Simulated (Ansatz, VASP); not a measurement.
Given: the input of a run of Ansatz 0.2.0 on Pd (Palladium). The given cell was strained at random by a few per cent at fixed volume. 

The input input.yaml:

```yaml
crystal:
  lattice:
    - [-0.011126, 1.955217, 1.941862]
    - [1.971074, 0.006341, 1.924395]
    - [1.964441, 1.931118, 0.012973]
  atoms:
    - { symbol: Pd, position: [0.023837, -0.016987, -0.002967] }
hamiltonian:
  xc: pbesol
  pseudopotentials: { kind: paw }
kpoints:
  mp_grid: { grid: [12, 12, 12] }
scf:
  occupations: { method: fermi_dirac, width: 0.05 }
output:
  forces: true
  stress: true
  eigenvalues: true
  write_density: true
  write_potential: true
  elf: true
  volumetric_format: npy
```

Potentials or basis: Ansatz PAW.

Command:

```console
$ ansatz run input.yaml --threads 1 --pin off --max-ram 3584MiB --backend cpu --events-out ev --progress --plain --runs-dir out
```

Q: Translate it to VASP 6.6.1. Potentials or basis there: PBE PAW files Pd, 520 eV.

A: As run (cutoffs and basis follow the program's own potentials, and thresholds, step limits or extra output files can differ):

File INCAR:

```
SYSTEM = Pd
PREC = Accurate
ENCUT = 520
EDIFF = 1E-7
ISMEAR = -1
SIGMA = 0.05
LREAL = .False.
LASPH = .True.
NELM = 60
ALGO = Normal
ISIF = 2
LWAVE = .False.
LCHARG = .False.
GGA = PS
NBANDS = 11
```

The input KPOINTS:

```
Automatic mesh
0
Gamma
  12 12 12
  0 0 0
```

The input POSCAR:

```
Pd
1.0
   -0.0111260000      1.9552170000      1.9418620000
    1.9710740000      0.0063410000      1.9243950000
    1.9644410000      1.9311180000      0.0129730000
Pd
1
Direct
    0.0238370000     -0.0169870000     -0.0029670000
```

Potentials or basis: VASP PAW PBE potentials, release 64 (Pd).

Launch:

```bash
$ cat potpaw_PBE.64/Pd/POTCAR > POTCAR
$ mpirun -np 1 vasp_std > vasp.out
```

Both were run:

|  | Ansatz | VASP |
| --- | --- | --- |
| Pressure | -2.8 GPa | -3.1 GPa |

Ansatz's pressure holds a Pulay term of +0.04 GPa for its cutoff of 420 eV, which the other run lacks.

The potentials hold 18 and 10 valence electrons a cell.

Ansatz's potentials were made for PBE. VASP's potentials were made for PBE.

Where Ansatz's input types no cutoff or centring, it takes its own default and a Γ-centred mesh.

Pressure is positive in compression.
